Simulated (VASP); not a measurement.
Set up this calculation in VASP 6.6.1, as the native input.

```yaml
Task: relaxation of cell and atoms
Functional: PBE
Dispersion: D3(BJ)
Potentials_or_basis: VASP PAW PBE potentials, release 64 (Te, Pt)
Cutoff: 520 eV
k_mesh: 9 × 9 × 6
Occupations: gaussian, width 0.02 eV
Spin: no spin polarisation
Further_INCAR_settings: ALGO = Fast; EDIFF = 1e-07; IBRION = 2; EDIFFG = -0.002; NSW = 80; ISIF = 3
```

The structure of Te2Pt lies in POSCAR:

```
Te2Pt                                   
1.0
    4.0504896228      0.0000000000     -0.0000000000
   -2.0252448114      3.5078269120      0.0000000000
   -0.0000000000     -0.0000000000      5.0912853863
  Te              Pt            
     2     1
Direct
     0.3333333300000021    0.6666666699999979    0.2664676192308673
     0.6666666699999979    0.3333333300000021    0.7335323807691327
     0.0000000000000000    0.0000000000000000    0.0000000000000000
```

One way to write it, as run:

INCAR

```
SYSTEM = Te2Pt
ALGO     = Fast           ! electronic algorithm
EDIFF    = 1E-7           ! SCF threshold, eV
EDIFFG   = -0.002         ! ionic threshold
ENCUT    = 520            ! plane-wave cutoff, eV
GGA      = PE             ! functional
IBRION   = 2              ! ionic algorithm
ISIF     = 3              ! what is computed and relaxed
ISMEAR   = 0              ! smearing method
IVDW     = 12             ! dispersion correction
KPAR     = 4            
LASPH    = .True.         ! aspherical terms in the spheres
LCHARG   = .False.        ! write CHGCAR
LREAL    = .False.        ! projectors in reciprocal space
LWAVE    = .False.        ! write WAVECAR
NELM     = 100            ! most SCF steps
NSW      = 80             ! ionic steps
PREC     = Accurate       ! precision mode
SIGMA    = 0.02           ! smearing width, eV
```

KPOINTS

```
k-points
0
Gamma
  9 9 6
  0 0 0
```

Potentials or basis: VASP PAW PBE potentials, release 64 (Te, Pt).

Launch:

```bash
$ cat potpaw_PBE.64/Te/POTCAR potpaw_PBE.64/Pt/POTCAR > POTCAR
$ mpirun -np 4 vasp_std > vasp.out
```

Results of the run:

- Pressure after relaxing: 0.0 GPa
- Band gap on the k mesh: none (metal or under the smearing width)
- Dispersion energy per atom: -0.567 eV

Caveat: the relaxation stopped at its first step, so nothing moved; pairwise dispersion overbinds metals, which lowers pressure and volume.

Run time: 49 s on 4 MPI ranks on Intel(R) Xeon(R) Platinum 8375C CPU @ 2.90GHz (Ice Lake) (shared host), peak memory 0.23 GiB a rank.
